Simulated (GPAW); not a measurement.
The system is BaTiO3.

```
CELL_PARAMETERS angstrom
3.99980 0.00000 0.00000
0.00000 3.99980 0.00000
0.00000 0.00000 4.01800
ATOMIC_POSITIONS crystal
Ba 0.00000 0.00000 0.00000
Ti 0.50000 0.50000 0.49000
O 0.00000 0.50000 0.51700
O 0.50000 0.00000 0.51700
O 0.50000 0.50000 0.01900
```

| Item | Value |
| --- | --- |
| Program | GPAW 26.7.0 |
| Task | relaxation of cell and atoms |
| Functional | BP86 |
| Dispersion | D3 |
| Potentials or basis | PAW data sets generated in the run's folder for this functional |
| Cutoff | 800 eV |
| Basis | pw |
| k mesh | 4 × 4 × 4 |
| Occupations | fermi-dirac, width 0.05 eV |
| Spin | no spin polarisation |

At the start: pressure -0.9 GPa; volume 12.86 Å³/atom.

Question: Where does the relaxation end?

Answer: Over 12 steps the energy falls by 2.6 meV/atom and the volume is 12.90 Å³/atom (+0.4 %); space group P4mm (No. 99, to 0.05 Å).

Step by step:
```csv
step,energy change (eV),largest force (eV/Å),pressure (GPa),volume (Å³)
1,0.0000,0.2915,-0.85,64.28
2,-0.0019,0.2389,-0.66,64.24
3,-0.0057,0.0808,0.48,64.06
4,-0.0063,0.0315,0.28,64.10
5,-0.0070,0.0458,0.14,64.14
6,-0.0093,0.1272,-0.12,64.26
7,-0.0112,0.1454,-0.11,64.36
8,-0.0123,0.0842,0.11,64.41
9,-0.0126,0.0619,0.20,64.43
10,-0.0129,0.0465,0.23,64.45
11,-0.0131,0.0174,0.17,64.48
12,-0.0132,0.0093,0.09,64.51
```

Final structure:
```cif
data_structure
_symmetry_space_group_name_H-M 'P 1'
_symmetry_Int_Tables_number 1
_cell_length_a 3.9741
_cell_length_b 3.9741
_cell_length_c 4.0845
_cell_angle_alpha 90.000
_cell_angle_beta 90.000
_cell_angle_gamma 90.000
_cell_volume 64.51
loop_
_atom_site_label
_atom_site_type_symbol
_atom_site_fract_x
_atom_site_fract_y
_atom_site_fract_z
_atom_site_occupancy
Ba1 Ba 0.00000 0.00000 0.99717 1
Ti1 Ti 0.50000 0.50000 0.48017 1
O1 O 0.00000 0.50000 0.51808 1
O2 O 0.50000 0.00000 0.51808 1
O3 O 0.50000 0.50000 0.02963 1
```

Caveat: the k mesh is coarse; later steps reuse the first step's grids.
